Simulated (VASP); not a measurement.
Runs of VASP 6.6.1 on V. All rows change the cell; the cell of one of them follows. It takes space group P6_3/mmc (No. 194, hexagonal). Conventional cell: a = 2.474 Å, b = 2.474 Å, c = 4.723 Å, α = 90.00°, β = 90.00°, γ = 120.00°. V (site symmetry -6m2) is surrounded by 12 V at 2.47 to 2.76 Å. This isn't the form of V at room conditions, which is bcc.

```csv
cell,gap on the mesh (eV),pressure (GPa)
"strain -0.050 along x and y, +0.000 along z, atoms carried along",none,21.6
"strain +0.050 along x and y, +0.050 along z, atoms carried along",none,-18.9
"strain -0.050 along x and y, +0.050 along z, atoms carried along",none,11.7
"strain -0.050 along x and y, +0.025 along z, atoms carried along",none,(a)
```

Alike in all rows: task single point; level PBE; potentials or basis VASP PAW PBE potentials, release 64 (V_sv); no spin polarisation; k mesh 21 × 21 × 10; cutoff (eV) 520; smearing gaussian 0.15 eV.

Problem. Fill in the values left out.

Solution. (a) 16.2.

Caveats: so large a pressure means that the cell lies far from this level's equilibrium, or that cutoff or potentials fall short (some runs).

A gap of «none» marks a metal or a gap under the smearing width.
